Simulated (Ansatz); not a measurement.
The system is InP.

```xyz
2
Lattice="0.0000 2.7688 2.7688 2.7688 0.0000 2.7688 2.7688 2.7688 0.0000" Properties=species:S:1:pos:R:3 pbc="T T T"
In    0.0000    0.0000    0.0000
P     2.7688    2.7688    2.7688
```

Measurements of this composition are mostly on another form, of space group No. 216.

Below is the output of Ansatz 0.2.0 for this cell. Logs are shortened: lines on timing, memory, paths and dates and some standing lists are left out, and cuts for length are marked.

```text
Warning: RAYON_NUM_THREADS=2 ignored (pool sized by the plan → 2); use --threads N
scf.n_extra_bands = 6 over 9 filled bands (N_el = 18.0): the run solves 15 bands
Engine: ansatz 0.2.0, aarch64-unknown-linux-gnu
Pseudopotentials: kind: paw
Pseudopotential: In, paw, valence charge 13, recommended cutoff 420 eV (normal), In.paw.azcp
Pseudopotential: P, paw, valence charge 5, recommended cutoff 420 eV (normal), P.paw.azcp
Functional definition: PBE
  parameter kappa = 0.804
  parameter beta = 0.06672455060314922
  exchange = pbe_x(kappa = kappa, mu = beta*pi^2/3)
  correlation = pbe_c(beta = beta)
Crystal: 2 atoms, lattice volume = 42.454 Å³
Basis set: ecut = 420 eV, 869 PW (Γ), exchange–correlation on 54×54×54 points (8 copies of the dense FFT grid, shifted against one another)
Bands: 15, of which v1, the nominal top of the filled ones, is band 9 counted from 1 (8 counted from 0)
Symmetry: 48 space group operations
Space group: Fm-3m (ITA 225), of the structure as read, at distance tolerance 3.5e-5 Å
k-points: 29 of 512
Non-local potential: In, projectors of the file, l = 0: 2, l = 1: 2, l = 2: 2, l = 3: 2
Non-local potential: P, projectors of the file, l = 0: 2, l = 1: 2, l = 2: 2
PAW form: soft (Blöchl's): semilocal exchange-correlation on the pseudo side does not see the compensation charge
PAW one-centre angular grid: In, 590 points (default); XC on 64 Gauss nodes
PAW one-centre angular grid: P, 110 points (default); XC on 64 Gauss nodes
Initial density: superposition of atomic densities (neutral atoms: chi_scale 0, normalization atom), corrected by the library's trained network
Initial wavefunctions: pseudopotential atomic-orbital guess
Functional: x = pbe(κ = 0.804, μ = 0.2195149727645171), c = pbe(β = 0.06672455060314922)
SCF iter   1: F=—  HF=-6353.516597 eV  |F-HF|=—  |Δ(HF+E_count)|=         —  Δρ=1.95e-3  dr2=2.84e-3  ethr=1.77e-3  ⟨swp⟩=6.1  Hψ=2678  notcnv=0  defer=1
preconditioner: auto → Kerker (q_TF=auto, 2.365 Å⁻¹)  [metal: Δε(μ)=0.066 eV  Ē_g=16.500 eV  σ=0.050 eV  W_gap=0.32  n_scr=14 (ndim 8)  ℏωp=24.2 eV  f_vac=0.000  D(μ)=1.54/eV (n_scr^D=14)]
SCF iter   2: F=—  HF=-6353.515247 eV  |F-HF|=—  |Δ(HF+E_count)|=   1.35e-3  Δρ=1.06e-3  dr2=7.29e-4  ethr=1.58e-5  ⟨swp⟩=2.4  Hψ=954  notcnv=0  defer=17
SCF iter   3: F=—  HF=-6353.515151 eV  |F-HF|=—  |Δ(HF+E_count)|=   9.62e-5  Δρ=4.24e-4  dr2=1.14e-4  ethr=4.05e-6  ⟨swp⟩=2.1  Hψ=665  notcnv=0  defer=17
SCF iter   4: F=—  HF=-6353.515168 eV  |F-HF|=—  |Δ(HF+E_count)|=   1.72e-5  Δρ=2.15e-4  dr2=1.62e-5  ethr=6.36e-7  ⟨swp⟩=2.2  Hψ=488  notcnv=0  defer=17
SCF iter   5: F=—  HF=-6353.515181 eV  |F-HF|=—  |Δ(HF+E_count)|=   1.28e-5  Δρ=5.56e-5  dr2=1.15e-6  ethr=8.99e-8  ⟨swp⟩=2.0  Hψ=645  notcnv=0  defer=17
SCF iter   6: F=—  HF=-6353.515181 eV  |F-HF|=—  |Δ(HF+E_count)|=   1.17e-9  Δρ=1.80e-5  dr2=1.14e-7  ethr=6.39e-9  ⟨swp⟩=2.3  Hψ=647  notcnv=0  defer=17
SCF iter   7: F=-6353.515181 eV  HF=-6353.515181 eV  |F-HF|=1.83e-9  |Δ(HF+E_count)|=   2.31e-8  Δρ=2.59e-6  dr2=2.61e-9  ethr=5.56e-10  ⟨swp⟩=9.2  Hψ=2097  notcnv=0
SCF 1 converged in 7 iterations: F = -6353.515181 eV  dr2 = 2.61e-9
  greatest PAW one-centre occupation: 0.982 electrons in one spin orbital (limit 2), on the In atom at site 0 (counted from 0), in its partial waves of l = 2
NSCF: frozen V_eff on 142 k-points
SCF converged after 7 iterations
Free energy (F): -6353.515181 eV
Harris-Foulkes:  -6353.515181 eV  (|F-HF|=1.83e-9)
Internal energy: -6353.503555 eV  (E = F + TS)
E sigma→0 (E₀):  -6353.509368 eV
Entropy (-TS):   -0.011626 eV (-5.813 meV/atom)
Fermi energy:    9.297057 eV
--- Per-component energies (eV) ---
  E_band       = -13.728310
  E_kinetic    = 311.915200
  E_local      = -1194.642460  (includes V_loc(G=0)·N_el)
  E_nonlocal   = 401.662817
  E_hartree    = 469.308480
  E_xc         = -276.076519
  E_vxc        = -159.245103  (∫ρ·V_xc dr)
  E_paw        = -4725.044950  (= ΣΔE_a)
  E_vpaw       = -312.037773  (= ΣTr[D̂ρ^β])
  E_aug_tail   = 0.000029  (compensation charges beyond the density's cutoff)
  E_ewald      = -1340.626153
  E_smearing   = -0.011626  (= −TS)
  E_closure    = -0.000000  (closes the sum)
  Σ components = -6353.515181   (vs F -6353.515181, Δ=0.00e0)
--- Forces (eV/Å), atoms counted from 1 ---
  atom   1  In    -0.00000000    -0.00000000    -0.00000000
  atom   2  P      0.00000000    -0.00000000     0.00000000
  max |Σ_I F_I| component: 2.60e-30 eV/Å
--- Stress (GPa, compression-positive) ---
       -0.039250       0.000000      -0.000000
       -0.000000      -0.039250      -0.000000
       -0.000000      -0.000000      -0.039250
  P = ⅓ Tr σ = -0.0392 GPa (-0.392 kbar)
--- Band table (eV; the first three rows and the last of 29) ---
  k-point 0: bands = ["-5.0506", "-5.0506", "-5.0319", "-5.0319", "-5.0319", "-2.8097", "8.9245", "8.9245", "8.9245", "9.7232", "16.2760", "16.2760", "16.2760", "17.6641", "17.6641"]
  k-point 1: bands = ["-5.0582", "-5.0582", "-5.0323", "-5.0214", "-5.0214", "-2.6154", "7.2227", "8.9569", "8.9569", "11.1176", "15.3226", "15.7916", "15.7916", "16.9787", "16.9787"]
  k-point 2: bands = ["-5.0803", "-5.0803", "-5.0352", "-4.9922", "-4.9922", "-2.0540", "5.1784", "9.0678", "9.0678", "11.9493", "14.2226", "14.2226", "14.6146", "17.6337", "17.8795"]
  k-point 28: bands = ["-5.2748", "-5.0547", "-5.0075", "-5.0075", "-4.9192", "0.4118", "4.4819", "5.3230", "5.3230", "11.5862", "13.7764", "15.9108", "15.9108", "20.5409", "20.5409"]
```

**Question.** What input gives this log?

**Answer.** Band structure with PBE, no spin polarisation. The files as run (others can give the same):

input.yaml
```yaml
crystal:
  lattice:
    - [0.0, 2.768834, 2.768834]
    - [2.768834, 0.0, 2.768834]
    - [2.768834, 2.768834, 0.0]
  atoms:
    - { symbol: In, position: [0.0, 0.0, 0.0] }
    - { symbol: P, position: [0.5, 0.5, 0.5] }
hamiltonian:
  xc: pbe
  pseudopotentials: { kind: paw }
kpoints:
  mp_grid: { grid: [8, 8, 8] }
  band_path:
    path:
      - [[0.0, 0.0, 0.0], [0.5, 0.0, 0.5], [0.5, 0.25, 0.75], [0.375, 0.375, 0.75], [0.0, 0.0, 0.0], [0.5, 0.5, 0.5], [0.625, 0.25, 0.625], [0.5, 0.25, 0.75], [0.5, 0.5, 0.5], [0.375, 0.375, 0.75]]
      - [[0.625, 0.25, 0.625], [0.5, 0.0, 0.5]]
    npoints: 14
scf:
  occupations: { method: fermi_dirac, width: 0.05 }
  n_extra_bands: 6
output:
  forces: true
  stress: true
  eigenvalues: true
  fatbands: false
```

Potentials or basis: Ansatz PAW.
Command:
```sh
$ ansatz run input.yaml --threads 2 --pin off --max-ram 5632MiB --backend cpu --events-out ev --progress --plain --runs-dir out
```

Caveat: spin-orbit coupling is left out, which moves the levels of the heavy elements.
